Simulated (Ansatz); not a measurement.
# Bi (element-swapped structure): how the settings move a single-point run

How sensitive is a single-point run of Bi (element-swapped structure) to its settings? A reference run comes first, then four runs with altered input.

Program: Ansatz 0.2.0. Level of theory: reference: DFT r2SCAN, plane waves, PAW, scalar-relativistic, no spin polarisation. These are calculated values, not measurements.

### Step 1. The starting structure

Symmetry: Fm-3m, No. 225, cubic system. The conventional cell has a = 5.070 Å, b = 5.070 Å, c = 5.070 Å, α = 90.00°, β = 90.00°, γ = 90.00°. Bi (site symmetry m-3m) has 12 Bi at 3.58 Å as nearest neighbours.

Coordinates:

```cif
data_structure
_symmetry_space_group_name_H-M 'P 1'
_symmetry_Int_Tables_number 1
_cell_length_a 3.5848
_cell_length_b 3.5848
_cell_length_c 3.5848
_cell_angle_alpha 60.000
_cell_angle_beta 60.000
_cell_angle_gamma 60.000
_cell_volume 32.57
loop_
_atom_site_label
_atom_site_type_symbol
_atom_site_fract_x
_atom_site_fract_y
_atom_site_fract_z
_atom_site_occupancy
Bi1 Bi 0.00000 0.00000 0.00000 1
```

### Step 2. Baseline

The input, input.yaml:

```yaml
crystal:
  lattice:
    - [0.0, 2.534823, 2.534823]
    - [2.534823, 0.0, 2.534823]
    - [2.534823, 2.534823, 0.0]
  atoms:
    - { symbol: Bi, position: [0.0, 0.0, 0.0] }
  symmetry: { tolerance: 0.0003 }
kpoints:
  mp_grid: { grid: [6, 6, 6], shift: [0, 0, 0] }
magnetization:
  spin_polarized: false
scf:
  occupations: { method: gaussian, width: 0.1888 }
hamiltonian:
  pseudopotentials: { kind: paw }
  xc: r2scan
basis:
  ecutwfc: 500
output:
  forces: true
  stress: true
  eigenvalues: true
```

Launch:

```sh
$ ansatz run input.yaml --threads 1 --pin off --max-ram 2560MiB --backend cpu --events-out ev --progress --plain --runs-dir out
```

What it wrote, shortened:

```text
Warning: RAYON_NUM_THREADS=1 ignored (pool sized by the plan → 1); use --threads N
[...]
Pseudopotentials: kind: paw
Pseudopotential: Bi, paw, valence charge 15, recommended cutoff 500 eV (meta_gga), Bi.paw.azcp
Functional definition: r2SCAN
[...]
Crystal: 1 atoms, lattice volume = 32.574 Å³
Basis set: ecut = 500 eV, 869 PW (Γ), exchange–correlation on 108×108×108 points (64 copies of the dense FFT grid, shifted against one another)
Bands: 12, of which v1, the nominal top of the filled ones, is band 8 counted from 1 (7 counted from 0)
Symmetry: 48 space group operations
Space group: Fm-3m (ITA 225), of the structure as read, at distance tolerance 9.6e-4 Å
k-points: 16 of 216
[...]
SCF iter   1: F=—  HF=-12410.795189 eV  |F-HF|=—  |Δ(HF+E_count)|=         —  Δρ=3.26e-3  dr2=2.21e-3  dr2_τ=2.99e-4  ethr=1.77e-3  ⟨swp⟩=5.0  Hψ=1114  notcnv=0
[...]
SCF iter   6: F=-12410.797821 eV  HF=-12410.797821 eV  |F-HF|=4.29e-10  |Δ(HF+E_count)|=   5.48e-8  Δρ=2.50e-6  dr2=1.05e-9  dr2_τ=5.81e-11  ethr=2.61e-10  ⟨swp⟩=6.6  Hψ=1083  notcnv=0
[...]
SCF converged after 6 iterations
Free energy (F): -12410.797821 eV
[...]
E sigma→0 (E₀):  -12410.789594 eV
Entropy (-TS):   -0.016454 eV (-16.454 meV/atom)
Fermi energy:    11.261244 eV
[...]
--- Forces (eV/Å), atoms counted from 1 ---
  atom   1  Bi    -0.00000000    -0.00000000    -0.00000000
[...]
--- Stress (GPa, compression-positive) ---
       -2.272413       0.000000       0.000000
       -0.000000      -2.272413      -0.000000
       -0.000000      -0.000000      -2.272413
  P = ⅓ Tr σ = -2.2724 GPa (-22.724 kbar)
--- Band table (eV; the first three rows and the last of 16) ---
  k-point 0: bands = ["-12.8641", "-12.8641", "-12.8641", "-12.8002", "-12.8002", "-2.8677", "15.8950", "15.8950", "15.8950", "20.2879", "20.7581", "22.1438"]
[...]
```

It took 1.7 s on 1 thread of Arm Neoverse V1, shared host; peak memory 0.33 GiB.

### Step 3. Changed: mp_grid.grid [4, 4, 4]

input.yaml, as its differences from that of step 2:

```diff
@@ -9,3 +9,3 @@
 kpoints:
-  mp_grid: { grid: [6, 6, 6], shift: [0, 0, 0] }
+  mp_grid: { grid: [4, 4, 4], shift: [0, 0, 0] }
 magnetization:
```

Launch:

```sh
$ ansatz run input.yaml --threads 1 --pin off --max-ram 2560MiB --backend cpu --events-out ev --progress --plain --runs-dir out
```

What it wrote, shortened:

```text
Warning: RAYON_NUM_THREADS=1 ignored (pool sized by the plan → 1); use --threads N
[...]
[... 3 set-up lines as earlier in the session ...]
[...]
Crystal: 1 atoms, lattice volume = 32.574 Å³
Basis set: ecut = 500 eV, 869 PW (Γ), exchange–correlation on 108×108×108 points (64 copies of the dense FFT grid, shifted against one another)
Bands: 12, of which v1, the nominal top of the filled ones, is band 8 counted from 1 (7 counted from 0)
[... 2 set-up lines as earlier in the session ...]
k-points: 8 of 64
[...]
SCF iter   1: F=—  HF=-12410.691358 eV  |F-HF|=—  |Δ(HF+E_count)|=         —  Δρ=3.83e-3  dr2=2.13e-3  dr2_τ=3.51e-4  ethr=1.77e-3  ⟨swp⟩=5.2  Hψ=545  notcnv=0
[...]
SCF iter   6: F=-12410.693684 eV  HF=-12410.693684 eV  |F-HF|=6.18e-11  |Δ(HF+E_count)|=   9.72e-9  Δρ=4.17e-7  dr2=1.19e-11  dr2_τ=8.02e-12  ethr=2.71e-11  ⟨swp⟩=5.5  Hψ=528  notcnv=0
[...]
SCF converged after 6 iterations
Free energy (F): -12410.693684 eV
[...]
E sigma→0 (E₀):  -12410.674636 eV
Entropy (-TS):   -0.038095 eV (-38.095 meV/atom)
Fermi energy:    10.385213 eV
[...]
--- Forces (eV/Å), atoms counted from 1 ---
  atom   1  Bi    -0.00000000     0.00000000     0.00000000
[...]
--- Stress (GPa, compression-positive) ---
       -2.996201      -0.000000       0.000000
        0.000000      -2.996201       0.000000
        0.000000       0.000000      -2.996201
  P = ⅓ Tr σ = -2.9962 GPa (-29.962 kbar)
--- Band table (eV; the first three rows and the last of 8) ---
  k-point 0: bands = ["-12.9079", "-12.9079", "-12.9079", "-12.8436", "-12.8436", "-2.8869", "15.8855", "15.8855", "15.8855", "20.2601", "20.7343", "22.1408"]
[...]
```

Run time: 1.3 s. Hardware: 1 thread of Arm Neoverse V1, shared host; peak memory 0.32 GiB.

Changing the k-point mesh moves the energy by +104.1 meV/atom, and the pressure goes from -2.3 to -3.0 GPa. Sampling errors of the energy have no fixed sign. The variant is not converged in its settings.

### Step 4. Variant: mp_grid.grid [9, 9, 9], n_extra_bands 32, xc revpbe

input.yaml, as its differences from that of step 2:

```diff
@@ -9,3 +9,3 @@
 kpoints:
-  mp_grid: { grid: [6, 6, 6], shift: [0, 0, 0] }
+  mp_grid: { grid: [9, 9, 9], shift: [0, 0, 0] }
 magnetization:
@@ -14,5 +14,6 @@
   occupations: { method: gaussian, width: 0.1888 }
+  n_extra_bands: 32
 hamiltonian:
   pseudopotentials: { kind: paw }
-  xc: r2scan
+  xc: revpbe
 basis:
@@ -23 +24,5 @@
   eigenvalues: true
+  write_density: true
+  write_potential: true
+  elf: true
+  volumetric_format: npy
```

Launch:

```sh
$ ansatz run input.yaml --threads 1 --pin off --max-ram 2560MiB --backend cpu --events-out ev --progress --plain --runs-dir out
```

What it wrote, shortened:

```text
Warning: RAYON_NUM_THREADS=1 ignored (pool sized by the plan → 1); use --threads N
scf.n_extra_bands = 32 over 8 filled bands (N_el = 15.0): the run solves 40 bands
[...]
[... 1 set-up line as earlier in the session ...]
Pseudopotential: Bi, paw, valence charge 15, recommended cutoff 420 eV (normal), Bi.paw.azcp
Functional definition: revPBE
[...]
Crystal: 1 atoms, lattice volume = 32.574 Å³
Basis set: ecut = 500 eV, 869 PW (Γ), exchange–correlation on 54×54×54 points (8 copies of the dense FFT grid, shifted against one another)
Bands: 40, of which v1, the nominal top of the filled ones, is band 8 counted from 1 (7 counted from 0)
[... 2 set-up lines as earlier in the session ...]
k-points: 35 of 729
[...]
SCF iter   1: F=—  HF=-12407.441754 eV  |F-HF|=—  |Δ(HF+E_count)|=         —  Δρ=1.71e-3  dr2=6.02e-4  ethr=1.77e-3  ⟨swp⟩=5.8  Hψ=6311  notcnv=0  defer=788
[...]
SCF iter   6: F=-12407.441691 eV  HF=-12407.441691 eV  |F-HF|=6.55e-11  |Δ(HF+E_count)|=   1.92e-9  Δρ=6.00e-7  dr2=9.86e-11  ethr=4.37e-11  ⟨swp⟩=15.3  Hψ=12307  notcnv=0
[...]
SCF converged after 6 iterations
Free energy (F): -12407.441691 eV
[...]
E sigma→0 (E₀):  -12407.433058 eV
Entropy (-TS):   -0.017266 eV (-17.266 meV/atom)
Fermi energy:    11.227184 eV
[...]
--- Forces (eV/Å), atoms counted from 1 ---
  atom   1  Bi    -0.00000000    -0.00000000     0.00000000
[...]
--- Stress (GPa, compression-positive) ---
       -0.453859       0.000000      -0.000000
       -0.000000      -0.453859      -0.000000
        0.000000      -0.000000      -0.453859
  P = ⅓ Tr σ = -0.4539 GPa (-4.539 kbar)
--- Band table (eV; the first three rows and the last of 35) ---
[...]
```

It took 2.9 s on 1 thread of Arm Neoverse V1, shared host; peak memory 0.3 GiB.

After a change of functional the difference of the totals has no physical meaning; the pressure goes from -2.3 to -0.5 GPa. The k-point mesh changed too.

### Step 5. Variant: mp_grid.shift [0.5, 0.5, 0.5]

input.yaml, as its differences from that of step 2:

```diff
@@ -9,3 +9,3 @@
 kpoints:
-  mp_grid: { grid: [6, 6, 6], shift: [0, 0, 0] }
+  mp_grid: { grid: [6, 6, 6], shift: [0.5, 0.5, 0.5] }
 magnetization:
```

Launch:

```sh
$ ansatz run input.yaml --threads 1 --pin off --max-ram 2560MiB --backend cpu --events-out ev --progress --plain --runs-dir out
```

What it wrote, shortened:

```text
Warning: crystal.symmetry: narrowed to the stabiliser of the k-point mesh — unitary ops 48 → 12; excluded 36 operations that carry a point of the 6×6×6 mesh (shift [0.5, 0.5, 0.5]) off the mesh (the run samples exactly the mesh kpoints.mp_grid names, as under crystal.symmetry.detect: [...]
Warning: RAYON_NUM_THREADS=1 ignored (pool sized by the plan → 1); use --threads N
[...]
[... 3 set-up lines as earlier in the session ...]
[...]
Crystal: 1 atoms, lattice volume = 32.574 Å³
Basis set: ecut = 500 eV, 869 PW (Γ), exchange–correlation on 108×108×108 points (64 copies of the dense FFT grid, shifted against one another)
Bands: 12, of which v1, the nominal top of the filled ones, is band 8 counted from 1 (7 counted from 0)
Symmetry: 12 space group operations
k-points: 28 of 216
[...]
SCF iter   1: F=—  HF=-12410.757422 eV  |F-HF|=—  |Δ(HF+E_count)|=         —  Δρ=3.35e-3  dr2=2.27e-3  dr2_τ=3.00e-4  ethr=1.77e-3  ⟨swp⟩=5.0  Hψ=1946  notcnv=0
[...]
SCF iter   6: F=-12410.760560 eV  HF=-12410.760560 eV  |F-HF|=1.93e-10  |Δ(HF+E_count)|=   1.22e-8  Δρ=8.56e-7  dr2=7.02e-11  dr2_τ=3.50e-11  ethr=2.25e-11  ⟨swp⟩=5.3  Hψ=1729  notcnv=0
[...]
SCF converged after 6 iterations
Free energy (F): -12410.760560 eV
[...]
E sigma→0 (E₀):  -12410.755170 eV
Entropy (-TS):   -0.010780 eV (-10.780 meV/atom)
Fermi energy:    11.148173 eV
[...]
--- Forces (eV/Å), atoms counted from 1 ---
  atom   1  Bi     0.00000000    -0.00000000     0.00000000
[...]
--- Stress (GPa, compression-positive) ---
       -2.364499       0.234472       0.234472
        0.234472      -2.364499       0.234472
        0.234472       0.234472      -2.364499
  P = ⅓ Tr σ = -2.3645 GPa (-23.645 kbar)
--- Band table (eV; the first three rows and the last of 28) ---
  k-point 0: bands = ["-12.8662", "-12.8624", "-12.8624", "-12.8032", "-12.8032", "-2.7477", "14.5876", "15.7567", "15.7567", "20.0402", "21.1908", "22.3885"]
[...]
```

It took 2.3 s on 1 thread of Arm Neoverse V1, shared host; peak memory 0.34 GiB.

Changing the k-point mesh moves the energy by +37.3 meV/atom. The energy is not variational in the mesh, so the sign tells nothing.

### Step 6. Changed: dr2_threshold 1.0e-09, lower_state_search off, xc revpbe

input.yaml, as its differences from that of step 2:

```diff
@@ -14,5 +14,7 @@
   occupations: { method: gaussian, width: 0.1888 }
+  convergence: { dr2_threshold: 1.0e-09 }
+  lower_state_search: "off"
 hamiltonian:
   pseudopotentials: { kind: paw }
-  xc: r2scan
+  xc: revpbe
 basis:
```

Launch:

```sh
$ ansatz run input.yaml --threads 1 --pin off --max-ram 2560MiB --backend cpu --events-out ev --progress --plain --runs-dir out
```

What it wrote, shortened:

```text
Warning: output.stress: scf.convergence.dr2_threshold = 1e-9 eV is looser than the 1e-10 eV advised for a printed stress (1e-10 eV for each atom of the cell: 1). What an SCF threshold leaves in a stress goes as its square root, and in the free energy as the threshold itself, and one [...]
Warning: RAYON_NUM_THREADS=1 ignored (pool sized by the plan → 1); use --threads N
[...]
[... 3 set-up lines as earlier in the session ...]
[...]
Crystal: 1 atoms, lattice volume = 32.574 Å³
Basis set: ecut = 500 eV, 869 PW (Γ), exchange–correlation on 54×54×54 points (8 copies of the dense FFT grid, shifted against one another)
Bands: 12, of which v1, the nominal top of the filled ones, is band 8 counted from 1 (7 counted from 0)
[... 2 set-up lines as earlier in the session ...]
k-points: 16 of 216
[...]
SCF iter   1: F=—  HF=-12407.499708 eV  |F-HF|=—  |Δ(HF+E_count)|=         —  Δρ=1.87e-3  dr2=7.18e-4  ethr=1.77e-3  ⟨swp⟩=5.1  Hψ=1016  notcnv=0
[...]
SCF iter   6: F=-12407.499316 eV  HF=-12407.499316 eV  |F-HF|=4.46e-10  |Δ(HF+E_count)|=   2.62e-9  Δρ=1.46e-6  dr2=4.38e-10  ethr=6.67e-12  ⟨swp⟩=5.9  Hψ=1094  notcnv=0
[...]
SCF converged after 6 iterations
Free energy (F): -12407.499316 eV
[...]
E sigma→0 (E₀):  -12407.490672 eV
Entropy (-TS):   -0.017288 eV (-17.288 meV/atom)
Fermi energy:    11.413296 eV
[...]
--- Forces (eV/Å), atoms counted from 1 ---
  atom   1  Bi    -0.00000000     0.00000000    -0.00000000
[...]
--- Stress (GPa, compression-positive) ---
       -0.586781       0.000000       0.000000
        0.000000      -0.586781       0.000000
       -0.000000       0.000000      -0.586781
  P = ⅓ Tr σ = -0.5868 GPa (-5.868 kbar)
--- Band table (eV; the first three rows and the last of 16) ---
  k-point 0: bands = ["-11.9487", "-11.9487", "-11.9487", "-11.8899", "-11.8899", "-2.1009", "15.8450", "15.8450", "15.8450", "19.5114", "20.2397", "21.7375"]
[...]
```

Wall time 0.83 s (1 thread of Arm Neoverse V1, shared host); peak memory 0.26 GiB.

After a change of functional the difference of the totals has no physical meaning; the pressure goes from -2.3 to -0.6 GPa. The search for lower states changed too. Cost: 0.83 s against 1.7 s.

### Step 7. Side by side

| run | ending | energy change | pressure (GPa) | gap (eV) | force (eV/Å) | cycles | time |
| --- | --- | --- | --- | --- | --- | --- | --- |
| reference | converged | 0 | -2.3 | 0.00 | 0.00 | 6 | 1.7 s |
| 1: mp_grid.grid [4, 4, 4] | converged | +104.1 meV/atom | -3.0 | 0.00 | 0.00 | 6 | 1.3 s |
| 2: mp_grid.grid [9, 9, 9], n_extra_bands 32, xc revpbe | converged | not comparable | -0.5 | 0.00 | 0.00 | 6 | 2.9 s |
| 3: mp_grid.shift [0.5, 0.5, 0.5] | converged | +37.3 meV/atom | -2.4 | 0.00 | 0.00 | 6 | 2.3 s |
| 4: dr2_threshold 1.0e-09, lower_state_search off, xc revpbe | converged | not comparable | -0.6 | 0.00 | 0.00 | 6 | 0.83 s |

Times don't compare one to one where runs were asked for different outputs or read a saved state (see the inputs); cycles may leave out searches for a lower state.

Residual by cycle in the longest SCF loop of each run; runs are numbered as in the table. The quantity is the density residual dr2, in eV.

| cycle | reference | run 1 | run 2 | run 3 | run 4 |
| --- | --- | --- | --- | --- | --- |
| 1 | 0.00221 | 0.00213 | 6.0e-4 | 0.00227 | 7.2e-4 |
| 2 | 6.4e-4 | 2.7e-4 | 1.1e-4 | 2.1e-4 | 1.1e-4 |
| 3 | 1.5e-5 | 2.2e-5 | 9.8e-6 | 2.8e-5 | 1.5e-5 |
| 4 | 9.3e-7 | 7.7e-8 | 6.8e-8 | 2.7e-8 | 4.0e-8 |
| 5 | 3.9e-8 | 4.1e-9 | 6.6e-9 | 3.4e-9 | 7.8e-9 |
| 6 | 1.1e-9 | 1.2e-11 | 9.9e-11 | 7.0e-11 | 4.4e-10 |

**Reading.** Of the converged runs whose energies compare with the reference's, «mp_grid.grid [4, 4, 4]» moves the energy most (+104.1 meV/atom) and «mp_grid.shift [0.5, 0.5, 0.5]» least (+37.3 meV/atom).

The reference has limits of its own: it is run without spin, though an odd electron count or open d shells could carry moments; its mesh is coarse for a cell with so small a gap or none; the structure is made up and not relaxed.
